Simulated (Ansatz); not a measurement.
# C: the cost of one run

Program: Ansatz 0.2.0. Level of theory: DFT PBE+D3(BJ), scalar-relativistic, plane waves, PAW. These are calculated values, not measurements.

1 further run of the same task is left out (set aside as unsound or not needed).

## Step 1: The starting structure

It takes space group Fmmm (No. 69, orthorhombic). Conventional cell: a = 2.466 Å, b = 4.268 Å, c = 6.799 Å, α = 90.00°, β = 90.00°, γ = 90.00°. C (site symmetry m2m) has 3 C at 1.42 Å as nearest neighbours.

Coordinates:

```cif
data_structure
_symmetry_space_group_name_H-M 'Fmmm'
_symmetry_Int_Tables_number 69
_cell_length_a 2.4655
_cell_length_b 4.2683
_cell_length_c 6.7990
_cell_angle_alpha 90.000
_cell_angle_beta 90.000
_cell_angle_gamma 90.000
_cell_volume 71.55
loop_
_atom_site_label
_atom_site_type_symbol
_atom_site_symmetry_multiplicity
_atom_site_Wyckoff_symbol
_atom_site_fract_x
_atom_site_fract_y
_atom_site_fract_z
_atom_site_occupancy
C1 C 8 h 0.50000 0.66669 0.50000 1
```

It goes back to an entry of the Materials Project, which need not be the stable form.

This cell was relaxed beforehand with the same method: volume 8.94 Å³/atom, gap on the mesh none (metal).

## Step 2: Cutting the slab

Planes are indexed in the bulk's conventional cell (Fmmm (No. 69)), a = 2.466 Å, b = 4.268 Å, c = 6.799 Å, α = 90.00°, β = 90.00°, γ = 90.00°.

A (001) slab, 13.6 Å thick as cut, with 17 Å of vacuum; its outer planes are C (top) and C (bottom).

The slab as cut. Layers, bottom to top:

| plane | atoms per cell | height over the lowest (Å) |
| --- | --- | --- |
| 1 | C2 | 0.00 |
| 2 | C2 | 3.40 |
| 3 | C2 | 6.80 |
| 4 | C2 | 10.20 |
| 5 | C2 | 13.60 |

## Step 3: The clean surface, relaxed

Input file input.yaml:

```yaml
crystal:
  lattice:
    - [2.4655379968, 0.0, 0.0]
    - [-1.2327689984, 2.1341461181, 0.0]
    - [0.0, 0.0, 30.5979680033]
  atoms:
    - { symbol: C, position: [0.0833101796, 0.1666203592, 0.2777962249] }
    - { symbol: C, position: [0.4166898204, 0.8333796408, 0.2777962249] }
    - { symbol: C, position: [0.5833101796, 0.1666203592, 0.3888994519] }
    - { symbol: C, position: [0.9166898204, 0.8333796408, 0.3888994519] }
    - { symbol: C, position: [0.0833101796, 0.1666203592, 0.5] }
    - { symbol: C, position: [0.4166898204, 0.8333796408, 0.5] }
    - { symbol: C, position: [0.5833101796, 0.1666203592, 0.611103227] }
    - { symbol: C, position: [0.9166898204, 0.8333796408, 0.611103227] }
    - { symbol: C, position: [0.0833101796, 0.1666203592, 0.7222037751] }
    - { symbol: C, position: [0.4166898204, 0.8333796408, 0.7222037751] }
basis:
  ecutwfc: 420
kpoints:
  mp_grid: { grid: [12, 12, 1] }
hamiltonian:
  xc: pbe
  dispersion: d3bj
scf:
  occupations: { method: gaussian, width: 0.1 }
output:
  forces: true
  eigenvalues: true
relax:
  adjacent_minimum: "off"
  f_tol: 0.03
  max_steps: 70
  constraints: [{ sites: [0, 1, 2, 3] }]
efield:
  axis: 3
  dipole_correction: true
  ramp_width: 0.04
```

On the command line:

```
ansatz run input.yaml --threads 1 --pin off --max-ram 2560MiB --backend cpu --events-out ev --progress --plain --runs-dir out
```

Q: Estimate wall time and peak memory on 1 thread of Intel Xeon 6975P-C (Granite Rapids), shared host.

About 18 s, with a peak of 0.52 GiB.
